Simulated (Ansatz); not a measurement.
**Two Ansatz runs on S**

The structure comes from a relaxation in the same program, started in the fcc type, and has space group Fm-3m. Whether it is a known phase or the ground state wasn't checked.

First run: DFT, PBE, PAW with Ansatz's default frozen-core files, scalar-relativistic (Ansatz 0.2.0).

Command: `ansatz run input.yaml --threads 1 --pin off --max-ram 2048MiB --backend cpu --events-out ev --progress --plain --runs-dir out` The run took about 4 s on 1 thread of a shared machine.

```yaml
crystal:
  lattice:
    - [0.0, 1.9939585068, 1.9939585068]
    - [1.9939585068, 0.0, 1.9939585068]
    - [1.9939585068, 1.9939585068, 0.0]
  atoms:
    - { symbol: S, position: [0.0, 0.0, 0.0] }
kpoints:
  mp_grid: { grid: [16, 16, 16] }
  band_path:
    path:
      - [0.0, 0.0, 0.0]
      - [0.5, 0.0, 0.5]
      - [0.625, 0.25, 0.625]
      - [0.375, 0.375, 0.75]
      - [0.0, 0.0, 0.0]
      - [0.5, 0.5, 0.5]
      - [0.5, 0.25, 0.75]
      - [0.5, 0.0, 0.5]
    npoints: 8
scf:
  occupations: { method: fermi_dirac, width: 0.03 }
hamiltonian:
  xc: pbe
  pseudopotentials: { kind: paw }
output:
  forces: true
  stress: true
  eigenvalues: true
  efg: { contact_densities: true }
  populations: true
  bader: true
  dos: { projected: true, de: 0.2, e_range: [-14, 8] }
  write_density: true
  write_potential: true
  elf: true
  volumetric_format: npy
```

Result: converged; pressure 0.02 GPa; no gap on the k mesh; 6 SCF iterations.

The input is then changed:

```diff
@@ -22,5 +22,5 @@
   occupations: { method: fermi_dirac, width: 0.03 }
 hamiltonian:
-  xc: pbe
+  xc: pbesol
   pseudopotentials: { kind: paw }
 output:
@@ -30,6 +30,4 @@
   efg: { contact_densities: true }
   populations: true
-  bader: true
-  dos: { projected: true, de: 0.2, e_range: [-14, 8] }
   write_density: true
   write_potential: true
```

Q: What does the second run give?

A: It converged; pressure -5.14 GPa; no gap on the k mesh; 6 SCF iterations.
